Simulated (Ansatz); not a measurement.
TiCo$_{2}$ (Fd-3m), two-dimensional strain map

All numbers below come from DFT PBEsol, scalar-relativistic, plane waves, PAW in Ansatz. The runs took a 420 eV cutoff, a Γ-centred 12×12×12 mesh and Gaussian smearing (0.15 eV). No spin polarisation. A magnetic state may lie lower. Energies are free energies at this smearing, counted from the undisturbed cell; pressure is positive in compression.

The starting cell (relaxed at this level; with this scan's settings it stands at 0.1 GPa; it needn't be the usual structure):

```
Ti Co
1.0
     0.00000    3.27632    3.27632
     3.27632    0.00000    3.27632
     3.27632    3.27632    0.00000
Ti Co
2 4
Direct
  0.50000 0.50000 0.50000
  0.75000 0.75000 0.75000
  0.12500 0.12500 0.12500
  0.62500 0.12500 0.12500
  0.12500 0.12500 0.62500
  0.12500 0.62500 0.12500
```

The cell is strained by p along both x and y and by q along z, fractional coordinates fixed. Points are written (p, q).

Energy above the undisturbed cell in meV/atom (a dash: not computed):

```
 p \ q  -0.080  -0.040  0.000  0.040  0.080
-0.080   647.1   443.6  314.0  242.2  214.5
-0.040   275.0       –   70.0      –   66.0
 0.000    99.7    23.3    0.0   19.1   70.6
 0.040    65.1       –   54.5      –      –
 0.080   130.2       –  195.4      –  372.2
```

Pressure in GPa:

```
 p \ q  -0.080  -0.040  0.000  0.040  0.080
-0.080    99.5    75.7   56.7   41.4   29.2
-0.040    55.0       –   22.9      –    3.0
 0.000    24.1    10.6    0.1   -8.0  -14.3
 0.040     2.9       –  -15.0      –      –
 0.080   -11.6       –  -24.6      –  -31.7
```